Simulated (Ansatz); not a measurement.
# SrO: the cost of one run

Computed with Ansatz 0.2.0 (DFT PBEsol, scalar-relativistic, unless a step's input says otherwise).

## 1. The starting structure

It takes space group Fm-3m (No. 225, cubic). Conventional cell: a = 5.140 Å, b = 5.140 Å, c = 5.140 Å, α = 90.00°, β = 90.00°, γ = 90.00°. Sr (site symmetry m-3m) is surrounded by 6 O at 2.57 Å. Around O (site symmetry m-3m) lie 6 Sr at 2.57 Å.

Coordinates:

```
Sr O
1.0
     0.00000    2.56980    2.56980
     2.56980    0.00000    2.56980
     2.56980    2.56980    0.00000
Sr O
1 1
Direct
  0.00000 0.00000 0.00000
  0.50000 0.50000 0.50000
```

Atoms are numbered in the order of the input: Sr1, O2.

## 2. Volume × 0.94, LAPW

Input file input.yaml:

```yaml
crystal:
  lattice:
    - [0.0, 2.5173403822, 2.5173403822]
    - [2.5173403822, 0.0, 2.5173403822]
    - [2.5173403822, 2.5173403822, 0.0]
  atoms:
    - { symbol: Sr, position: [0.0, 0.0, 0.0] }
    - { symbol: O, position: [0.5, 0.5, 0.5] }
kpoints:
  mp_grid: { grid: [8, 8, 8] }
  band_path:
    path:
      - [0.0, 0.0, 0.0]
      - [0.5, 0.0, 0.5]
      - [0.625, 0.25, 0.625]
      - [0.375, 0.375, 0.75]
      - [0.0, 0.0, 0.0]
      - [0.5, 0.5, 0.5]
      - [0.5, 0.25, 0.75]
      - [0.5, 0.0, 0.5]
    npoints: 5
scf:
  occupations: { method: fermi_dirac, width: 0.03 }
hamiltonian:
  xc: pbesol
  pseudopotentials: { kind: all_electron, lapw: { basis_error: 0.0005 } }
output:
  forces: true
  stress: true
  eigenvalues: true
```

The run is started by

```bash
> ansatz run input.yaml --threads 1 --pin off --max-ram 3072MiB --backend cpu --events-out ev --progress --plain --runs-dir out
```

**Question.** How long does this run take on 1 thread of Intel Xeon 6975P-C (Granite Rapids), shared host, and how much memory does it need?

About 3.9 s, with a peak of 0.29 GiB.
